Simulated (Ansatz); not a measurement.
# ZrO2: the cost of one run

Method: DFT PBEsol, scalar-relativistic, in Ansatz 0.2.0.

### Step 1. The system as given

Symmetry: P4_2/nmc, No. 137, tetragonal system. The conventional cell has a = 3.596 Å, b = 3.596 Å, c = 5.177 Å, α = 90.00°, β = 90.00°, γ = 90.00°. Around Zr (site symmetry -4m2) lie 8 O at 2.08 to 2.37 Å. O (site symmetry 2mm) is surrounded by 4 Zr at 2.08 to 2.37 Å.

Structure file:

```
CELL_PARAMETERS angstrom
3.59610 0.00000 0.00000
0.00000 3.59610 0.00000
0.00000 0.00000 5.17700
ATOMIC_POSITIONS crystal
Zr 0.00000 0.00000 0.00000
Zr 0.50000 0.50000 0.50000
O 0.00000 0.50000 0.20300
O 0.00000 0.50000 0.70300
O 0.50000 0.00000 0.29700
O 0.50000 0.00000 0.79700
```

The cell is a deposited one (Crystallography Open Database entry 2300612); the temperature and pressure of the measurement aren't taken into account, and nothing was relaxed.

Atoms are numbered in the order of the input: Zr1, Zr2, O3, O4, O5, O6.

### Step 2. Volume × 0.94, LAPW

input.yaml reads:

```yaml
crystal:
  lattice:
    - [3.5226896056, 0.0, 0.0]
    - [0.0, 3.5226896056, 0.0]
    - [0.0, 0.0, 5.0713172848]
  atoms:
    - { symbol: Zr, position: [0.0, 0.0, 0.0] }
    - { symbol: Zr, position: [0.5, 0.5, 0.5] }
    - { symbol: O, position: [0.0, 0.5, 0.203] }
    - { symbol: O, position: [0.0, 0.5, 0.703] }
    - { symbol: O, position: [0.5, 0.0, 0.297] }
    - { symbol: O, position: [0.5, 0.0, 0.797] }
kpoints:
  mp_grid: { grid: [6, 6, 4] }
  band_path:
    path:
      - [0.0, 0.0, 0.0]
      - [0.0, 0.5, 0.0]
      - [0.5, 0.5, 0.0]
      - [0.0, 0.0, 0.0]
      - [0.0, 0.0, 0.5]
      - [0.0, 0.5, 0.5]
      - [0.5, 0.5, 0.5]
      - [0.0, 0.0, 0.5]
      - [0.0, 0.5, 0.0]
    npoints: 5
scf:
  occupations: { method: fermi_dirac, width: 0.01 }
hamiltonian:
  xc: pbesol
  pseudopotentials: { kind: all_electron, lapw: { basis_error: 0.0005 } }
output:
  forces: true
  stress: true
  eigenvalues: true
```

On the command line:

```bash
> ansatz run input.yaml --threads 2 --pin off --max-ram 8192MiB --backend cpu --events-out ev --progress --plain --runs-dir out
```

Q: Estimate wall time and peak memory on 2 threads of Intel Xeon Platinum 8488C (Sapphire Rapids), shared host.

About 24 s, with a peak of 0.64 GiB.
